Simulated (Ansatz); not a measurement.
**Ca, one cell by several methods**

```
Ca
1.0
     1.97128   -3.39549    0.00000
     1.97128    3.39549    0.00000
     0.00000    0.00000    6.50911
Ca
2
Direct
  0.83559 0.16441 0.25000
  0.16441 0.83559 0.75000
```

Atom numbers follow the list: Ca1, Ca2.

Structure from Materials Project entry mp-132 (possibly hypothetical), not relaxed further.

Methods: DFT, PBEsol, PAW with Ansatz's default frozen-core files, scalar-relativistic (Ansatz 0.2.0); DFT, PBEsol, all-electron PAW with datasets made for the crystal, scalar-relativistic (Ansatz 0.2.0); DFT, PBEsol, all-electron LAPW, scalar-relativistic (Ansatz 0.2.0).

For PAW: a Γ-centred 11×11×6 k mesh, Fermi–Dirac smearing of 0.05 eV, cutoff 420 eV, no spin polarisation; the PAW files were made with PBE, and the program remakes their frozen cores for this functional. The crystal-made all-electron datasets (AE datasets) take a cutoff of 200 eV at this cell. LAPW targets a basis error of 0.5 meV/atom. The Ansatz runs share mesh, smearing and spin set-up. Plane-wave (PAW) pressures include the program's estimate of the Pulay term.

Stress and pressure are positive in compression.

Levels count from the Fermi level.

```
                       quantity     PAW  AE datasets    LAPW
                 pressure (GPa)   -1.08        -1.08   -1.08
                stress xx (GPa)   -1.14        -1.14   -1.14
                stress yy (GPa)   -0.91        -0.91   -0.91
                stress zz (GPa)   -1.18        -1.18   -1.18
         force on Ca1, y (eV/Å)   0.016        0.016   0.016
highest filled level at Σ0 (eV)  -0.204       -0.204  -0.204
  lowest empty level at Σ0 (eV)   0.574        0.574   0.574
highest filled level at C0 (eV)  -0.204       -0.204  -0.204
  lowest empty level at C0 (eV)   0.574        0.574   0.574
 highest filled level at Y (eV)  -0.700       -0.700  -0.700
   lowest empty level at Y (eV)   0.227        0.227   0.227
```

PAW's pressure differs from the LAPW value by about 0.01 GPa or less.
